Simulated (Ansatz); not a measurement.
## BN, space group Cm: densities of the highest filled and lowest empty bands

Computed with the Python package of Ansatz (0.2.0).

`bn.py`:
```python
"""Densities of the top valence and bottom conduction bands of BN."""

import itertools
import warnings

import ansatz as az
import numpy as np


def main() -> None:
    warnings.simplefilter("ignore", az.DeckWarning)

    system = (
        az.Lattice.from_parameters(6.673745, 6.673745, 4.398503, alpha=90.50965, beta=90.50965, gamma=21.69538)
        .atom("B", [8.3e-05, 8.3e-05, 0.998824])
        .atom("B", [0.200011, 0.200011, 0.427702])
        .atom("B", [0.865753, 0.865753, 0.380575])
        .atom("B", [0.531531, 0.531531, 0.498282])
        .atom("N", [0.980768, 0.980768, 0.343106])
        .atom("N", [0.506155, 0.506155, 0.843164])
        .atom("N", [0.646895, 0.646895, 0.443798])
        .atom("N", [0.312302, 0.312302, 0.393049])
    )

    calc = (
        system.calculation()
        .functional("pbesol")
        .basis(420)
        .accuracy("medium")
        .kpoints(4, 4, 2, center="monkhorst-pack")
        .mixing("msr1", ndim=4, beta=0.4)
        .scf(tolerance=1e-09, max_iterations=60, extra_bands=6, lower_state_search="standard")
        .occupations("fixed")
        .band_densities([("v3", "v1"), ("c1", "c1")])
    )
    out = calc.run()
    r = out.report
    # share of each window within a sphere about each atom, summed on the grid
    cell = np.asarray(out.lattice.cell_ang)
    for names, window in zip([("v3", "v1"), ("c1", "c1")], out.band_densities().windows):
        density = window.outcome.density
        rho = density.channels[0].density_e_per_ang3
        axes = density.fft_grid_basis @ cell
        points = np.stack(np.meshgrid(*(np.arange(n) / n for n in rho.shape), indexing="ij"), axis=-1)
        print("bands", names, "electrons", np.round(window.outcome.n_electrons, 3), "peak", round(float(rho.max()), 3), "e/A^3")
        for index, site in enumerate(out.lattice.sites):
            offset = points - np.asarray(site.position_ang) @ np.linalg.inv(axes)
            offset -= np.round(offset)
            distance = np.min([np.linalg.norm((offset + image) @ axes, axis=-1) for image in itertools.product((-1, 0, 1), repeat=3)], axis=0)
            print(f"   {index} {site.symbol:2s} {100 * rho[distance < 1.0].sum() / rho.sum():5.1f} % within 1.0 A")


if __name__ == "__main__":
    main()
```

```console
$ python bn.py
bands ('v3', 'v1') electrons [6.] peak 1.885 e/A^3
   0 B    6.6 % within 1.0 A
   1 B    6.4 % within 1.0 A
   2 B    4.3 % within 1.0 A
   3 B    7.1 % within 1.0 A
   4 N   13.8 % within 1.0 A
   5 N   20.7 % within 1.0 A
   6 N   21.3 % within 1.0 A
   7 N   13.7 % within 1.0 A
bands ('c1', 'c1') electrons [2.] peak 0.419 e/A^3
   0 B   12.0 % within 1.0 A
   1 B    5.5 % within 1.0 A
   2 B   18.4 % within 1.0 A
   3 B    3.9 % within 1.0 A
   4 N    4.5 % within 1.0 A
   5 N    7.6 % within 1.0 A
   6 N    4.8 % within 1.0 A
   7 N    8.8 % within 1.0 A
```

Reading the output:
- These settings explore the input space; cutoff and mesh may be short of convergence.
- The k-point mesh is coarse, and energy and stress weren't tested for convergence.
- This cell is a computed structure, which may not be the phase found in nature.
- The windows are summed over all k-points with every state counted as full, the empty ones too; where a window cuts a degenerate level its bands share the weight. Values near the nuclei depend on the potentials. Spheres that overlap count density twice, so shares are no populations.
- The whole script took 3.5 s on 1 thread of Arm Neoverse V1 (shared host), peak memory 0.33 GiB.

(Lines on the test bed's own set-up are left out of the output.)
